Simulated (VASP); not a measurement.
# Zn (P6_3/mmc) in VASP: further runs, part 3 of 3

VASP 6.6.1. The steps go on from the part before.

### 4 Relaxation of shape and atoms at fixed volume, PBE (a relaxed cell with its volume scaled by 0.96)

INCAR

```
ALGO = Normal
EDIFF = 1E-7
EDIFFG = -0.01
ENCUT = 600
GGA = PE
IBRION = 2
ISIF = 4
ISMEAR = 1
LASPH = T
LCHARG = F
LREAL = F
LWAVE = F
NELM = 80
NSW = 40
PREC = Accurate
SIGMA = 0.1
```

KPOINTS

```
k-points
0
Gamma
  18 18 8
```

POSCAR

```
Zn                                      
1.0
    2.6005403715     -0.0000000000      0.0000000000
   -1.3002701858      2.2521340253      0.0000000000
    0.0000000000     -0.0000000000      5.0484305013
  Zn            
     2
Direct
     0.3333333332999970    0.6666666667000030    0.2500000000000000
     0.6666666667000030    0.3333333332999970    0.7500000000000000
```

Potentials or basis: VASP PAW PBE potentials, release 64 (Zn).

Launch:

```console
cat potpaw_PBE.64/Zn/POTCAR > POTCAR
mpirun -np 1 vasp_std > vasp.out
```

OUTCAR:

```text
EDIFF = 1E-7
   EDIFFG = -0.01
   ENCUT = 600
   GGA = PE
   IBRION = 2
   ISIF = 4
   ISMEAR = 1
   LASPH = T
   LREAL = F
   NELM = 80
   NSW = 40
   PREC = Accurate

 ion  position               nearest neighbor table
   1  0.333  0.667  0.250-   2 2.94   2 2.94   2 2.94   2 2.94   2 2.94   2 2.94
   2  0.667  0.333  0.750-   1 2.94   1 2.94   1 2.94   1 2.94   1 2.94   1 2.94

  LATTYP: Found a hexagonal cell.
 ALAT       =     2.6005403715
 C/A-ratio  =     1.9413005684

  Lattice vectors:

 A1 = (   2.6005403715,   0.0000000000,   0.0000000000)
 A2 = (  -1.3002701858,   2.2521340253,   0.0000000000)
 A3 = (   0.0000000000,   0.0000000000,   5.0484305013)

Analysis of symmetry for initial positions (statically):
=====================================================================
 Subroutine PRICEL returns:
 Original cell was already a primitive cell.

 Routine SETGRP: Setting up the symmetry group for a
 hexagonal supercell.

 Subroutine GETGRP returns: Found 24 space group operations
 (whereof 12 operations were pure point group operations)
 out of a pool of 24 trial point group operations.

The static configuration has the point symmetry D_3d.
 The point group associated with its full space group is D_6h.

[... 169 lines left out ...]
  Direction    XX          YY          ZZ          XY          YZ          ZX
  --------------------------------------------------------------------------------------
  -------------------------------------------------------------------------------------
  Total        0.7309478      0.7309478      0.4002777     -0.0000000     -0.0000000      0.0000000
  in kB       39.6079824     39.6079824     21.6899128     -0.0000000     -0.0000000      0.0000000
  external PRESSURE =      33.6352925 kB  Pullay stress =       0.0000000 kB
[... 95 lines left out ...]
--------------------------------------- Ionic step        4  -------------------------------------------

 number of electron      24.0000032 magnetization

 Free energy of the ion-electron system (eV)
  ---------------------------------------------------
  ext. energy  EPLUGINS =         0.00000000
  ---------------------------------------------------
  free energy    TOTEN  =        -2.20924695 eV

  energy without entropy =       -2.20932051  energy(sigma->0) =       -2.20927147

 E-fermi :   3.4156     XC(G=0): -11.6950

 val. band max:        3.3862107467   @ k =   0.2222   0.2222   0.0000
 cond. band min:       3.4240807264   @ k =   0.2778   0.1667   0.0000
 fundamental gap:      0.0378699797
 Fermi energy:         3.4156348398

 k-point     1 :       0.0000    0.0000    0.0000
  band No.  band energies     occupation
      1      -7.3221      2.00000
      2      -5.4852      2.00000
      3      -4.7315      2.00000
      4      -4.4620      2.00000
      5      -4.4620      2.00000
      6      -4.4149      2.00000
[... 433 lines left out ...]
      3      -4.9289      2.00000
      4      -4.4750      2.00000
      5      -4.3070      2.00000
      6      -4.3017      2.00000
[... 8 lines left out ...]
     15       8.8245      0.00000
     16      10.2405      0.00000

 [... further k-points ...]
[... 5 lines left out ...]
  --------------------------------------------------------------------------------------
  -------------------------------------------------------------------------------------
  Total        0.4977825      0.4977825      0.4847903     -0.0000000     -0.0000000      0.0000000
  in kB       26.9734212     26.9734212     26.2694077     -0.0000000     -0.0000000      0.0000000
  external PRESSURE =      26.7387500 kB  Pullay stress =       0.0000000 kB
[... 17 lines left out ...]
  FREE ENERGIE OF THE ION-ELECTRON SYSTEM (eV)
  ---------------------------------------------------
  free  energy   TOTEN  =        -2.2092469546 eV

  energy  without entropy=       -2.2093205091  energy(sigma->0) =       -2.20927147

 reached required accuracy - stopping structural energy minimisation
```

OSZICAR:

```text
N       E                     dE             d eps       ncg     rms          rms(c)
DAV:   1     0.102836601572E+03    0.10284E+03   -0.14110E+04  6008   0.263E+03
DAV:   2     0.533839767415E+00   -0.10230E+03   -0.10083E+03  6120   0.320E+02
[... 29 lines left out ...]
   3 F= -.22092322E+01 E0= -.22092256E+01  d E =-.252235E-02
       N       E                     dE             d eps       ncg     rms          rms(c)
DAV:   1    -0.220986919738E+01   -0.63694E-03   -0.13457E-02  6960   0.112E+00    0.158E-01
DAV:   2    -0.220946078404E+01    0.40841E-03   -0.38213E-04  6392   0.381E-01    0.947E-02
DAV:   3    -0.220924472377E+01    0.21606E-03   -0.28485E-04  8096   0.290E-01    0.103E-02
DAV:   4    -0.220924704913E+01   -0.23254E-05   -0.31897E-05  6248   0.680E-02    0.639E-03
DAV:   5    -0.220924695459E+01    0.94543E-07   -0.32270E-07  6664   0.153E-02
   4 F= -.22092470E+01 E0= -.22092715E+01  d E =-.253712E-02
```

Run time: 2.4 min. Hardware: 1 thread of Intel Xeon Platinum 8488C (Sapphire Rapids), shared host; peak memory 0.22 GiB.

Results:

| Property | Result |
| --- | --- |
| Free energy | -2.2092 eV |
| Energy gained by relaxing | 1.3 meV/atom |
| Ionic steps | 4 |
| Pressure after relaxing | 2.7 GPa |
| Band gap on the k mesh | none (metal or under the smearing width) |

The path:
| step | energy change (eV) | largest force (eV/Å) | pressure (GPa) |
| --- | --- | --- | --- |
| 1 | 0.0000 | 0.0000 | 3.36 |
| 2 | -0.0014 | 0.0000 | 3.10 |
| 3 | -0.0025 | 0.0000 | 2.65 |
| 4 | -0.0025 | 0.0000 | 2.67 |

Final structure:
```
Zn
1.0
     2.61871    0.00000    0.00000
    -1.30935    2.26787    0.00000
     0.00000    0.00000    4.97862
Zn
2
Direct
  0.33333 0.66667 0.25000
  0.66667 0.33333 0.75000
```

### 5 Relaxation of shape and atoms at fixed volume, PBE (a relaxed cell with its volume scaled by 0.98)

INCAR is that of step 4.

KPOINTS is that of step 4.

POSCAR

```
Zn                                      
1.0
    2.6184756994     -0.0000000000      0.0000000000
   -1.3092378498      2.2676664749      0.0000000000
    0.0000000000     -0.0000000000      5.0832483636
  Zn            
     2
Direct
     0.3333333332999970    0.6666666667000030    0.2500000000000000
     0.6666666667000030    0.3333333332999970    0.7500000000000000
```

Launch:

```console
cat potpaw_PBE.64/Zn/POTCAR > POTCAR
mpirun -np 1 vasp_std > vasp.out
```

It took 3.3 min on 1 thread of Intel Xeon Platinum 8488C (Sapphire Rapids), shared host; peak memory 0.22 GiB.

The run converged. Its results:

```yaml
Free_energy: -2.2168 eV
Energy_gained_by_relaxing: 0.3 meV/atom
Ionic_steps: 5
Pressure_after_relaxing: 1.2 GPa
Band_gap_on_the_k_mesh: none (metal or under the smearing width)
```

Step by step:
```tsv
step	energy change (eV)	largest force (eV/Å)	pressure (GPa)
1	0.0000	0.0000	1.57
2	-0.0003	0.0000	1.47
3	-0.0005	0.0000	1.33
4	-0.0003	0.0000	1.01
5	-0.0005	0.0000	1.24
```

Final structure:
```
CELL_PARAMETERS angstrom
2.62852 0.00000 0.00000
-1.31426 2.27636 0.00000
0.00000 0.00000 5.04448
ATOMIC_POSITIONS crystal
Zn 0.33333 0.66667 0.25000
Zn 0.66667 0.33333 0.75000
```

Levels at points of the mesh, in eV from the Fermi level:
| k point | band 9 | band 10 | band 11 | band 12 | band 13 | band 14 | band 15 | band 16 |
| --- | --- | --- | --- | --- | --- | --- | --- | --- |
| (0.00, 0.00, 0.00) | -7.34 | -7.17 | -7.17 | -3.86 | -3.45 | 12.55 | 16.37 | 18.19 |
| (0.50, 0.00, 0.00) | -6.95 | -6.94 | -2.80 | -2.05 | 2.40 | 3.53 | 3.93 | 5.64 |
| (0.00, 0.00, 0.50) | -7.24 | -7.24 | -7.24 | -7.24 | 3.95 | 3.95 | 19.41 | 19.41 |
| (0.50, 0.00, 0.50) | -6.95 | -6.95 | -1.88 | -1.88 | 0.22 | 0.22 | 9.73 | 9.73 |

### 6 Relaxation of shape and atoms at fixed volume, PBE

INCAR is that of step 5.

KPOINTS is that of step 5.

POSCAR

```
Zn                                      
1.0
    2.6361686395     -0.0000000000      0.0000000000
   -1.3180843198      2.2829890105      0.0000000000
    0.0000000000     -0.0000000000      5.1175956782
  Zn            
     2
Direct
     0.3333333332999970    0.6666666667000030    0.2500000000000000
     0.6666666667000030    0.3333333332999970    0.7500000000000000
```

Potentials or basis: VASP PAW PBE potentials, release 64 (Zn).

Launch:

```console
cat potpaw_PBE.64/Zn/POTCAR > POTCAR
mpirun -np 1 vasp_std > vasp.out
```

Run time: 61 s. Hardware: 1 thread of Intel Xeon Platinum 8488C (Sapphire Rapids), shared host; peak memory 0.22 GiB.

Results (log left out):

```
Free energy             : -2.2195 eV
Pressure after relaxing : 0.0 GPa
Band gap on the k mesh  : none (metal or under the smearing width)
```

Final structure:
```
Zn
1.0
     2.63617    0.00000    0.00000
    -1.31808    2.28299    0.00000
     0.00000    0.00000    5.11760
Zn
2
Direct
  0.33333 0.66667 0.25000
  0.66667 0.33333 0.75000
```

Levels at points of the mesh, in eV from the Fermi level:
```csv
k point,band 9,band 10,band 11,band 12,band 13,band 14,band 15,band 16
"(0.00, 0.00, 0.00)",-7.24,-7.08,-7.08,-3.74,-3.53,12.08,15.91,18.21
"(0.50, 0.00, 0.00)",-6.87,-6.85,-2.64,-1.93,2.34,3.58,3.81,5.64
"(0.00, 0.00, 0.50)",-7.15,-7.15,-7.15,-7.15,3.75,3.75,19.39,19.39
"(0.50, 0.00, 0.50)",-6.86,-6.86,-1.75,-1.75,0.28,0.28,9.52,9.52
```

Caveat: the relaxation stopped at its first step, so nothing moved.

### 7 Overview

```tsv
task	cell	gap on the mesh (eV)	pressure (GPa)
relaxation of cell and atoms	relaxed	none	0.0
relaxation of shape and atoms at fixed volume	atoms relaxed at fixed volume from: a relaxed cell with its volume scaled by 0.94	none	3.9
relaxation of shape and atoms at fixed volume	atoms relaxed at fixed volume from: a relaxed cell with its volume scaled by 0.96	none	2.7
relaxation of shape and atoms at fixed volume	atoms relaxed at fixed volume from: a relaxed cell with its volume scaled by 0.98	none	1.2
relaxation of shape and atoms at fixed volume	atoms relaxed at fixed volume	none	0.0
```

Alike in all rows: level PBE; potentials or basis VASP PAW PBE potentials, release 64 (Zn); no spin polarisation; k mesh 18 × 18 × 8; cutoff (eV) 600; smearing methfessel-paxton 0.1 eV.

Caveats: the relaxation stopped at its first step, so nothing moved (some runs).

Absolute energies hang on the potentials; compare differences alone.
